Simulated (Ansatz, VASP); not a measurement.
KF: VASP beside Ansatz

```
K F
1.0
     0.00000    2.69636    2.69636
     2.69636    0.00000    2.69636
     2.69636    2.69636    0.00000
K F
1 1
Direct
  0.00000 0.00000 0.00000
  0.50000 0.50000 0.50000
```

Alike in both runs: task single point; functional PBE; k mesh 8 × 8 × 8; occupations gaussian, width 0.02 eV; no spin polarisation.

|  | VASP | Ansatz |
| --- | --- | --- |
| version | VASP 6.6.1 | Ansatz 0.2.0 |
| potentials or method | VASP PAW PBE potentials, release 64 (K_sv, F) | scalar-relativistic, plane waves, PAW |
| plane-wave cutoff (eV) | 520 | 420 |
| valence electrons in the cell | 16 | 16 |

Ansatz gave:

```
gap on the k mesh at the Fermi level (eV) : 6.04
least direct gap on the mesh (eV)         : 6.04
pressure (GPa)                            : 0.5
```

Question: Estimate VASP's values.

Answer: gap on the k mesh at the Fermi level (eV): 6.02; least direct gap on the mesh (eV): 6.02; pressure (GPa): 0.5.

A k mesh can miss the band edges.
